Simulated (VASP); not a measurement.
Runs of VASP 6.6.1 on H. Symmetry: P4/mmm, No. 123, tetragonal system. Conventional cell: a = 2.650 Å, b = 2.650 Å, c = 0.980 Å, α = 90.00°, β = 90.00°, γ = 90.00°. H (site symmetry 4/mmm) has 2 H at 0.98 Å as nearest neighbours. 

| task | level | potentials or basis | cell | cutoff (eV) | smearing | monkhorst-Pack mesh | other keys | gap on the mesh (eV) | pressure (GPa) |
| --- | --- | --- | --- | --- | --- | --- | --- | --- | --- |
| density of states | r2SCAN | VASP PAW PBE potentials, release 64 (H_s) | cell strained at random at fixed volume | 400 | tetrahedron | yes | ALGO = All; LASPH = no; shifted = yes | - | 0.2 |
| single point | PBE | VASP PAW PBE potentials, release 54 (H) | as given | 520 | gaussian 0.05 eV | - | - | none | 1.6 |
| single point | TPSS+D3 | VASP PAW PBE potentials, release 64 (H) | as given | 520 | fermi-dirac 0.05 eV | - | EDIFF = 1e-05 | none | 0.4 |
| electron localisation function | vdW-DF-cx | VASP PAW PBE potentials, release 64 (H_h) | as given | 900 | tetrahedron | - | - | none | (a) |

Alike in all rows: no spin polarisation; k mesh 10 × 10 × 26.

Estimate the missing entries.

(a) 1.7.

Caveats: the PAW data sets were made with another functional, which shifts forces and pressure a little (some runs); tetrahedron occupations give inexact forces and stress in metals (some runs); pairwise dispersion overbinds metals, which lowers pressure and volume (some runs).

A gap of «none» marks a metal or a gap under the smearing width.
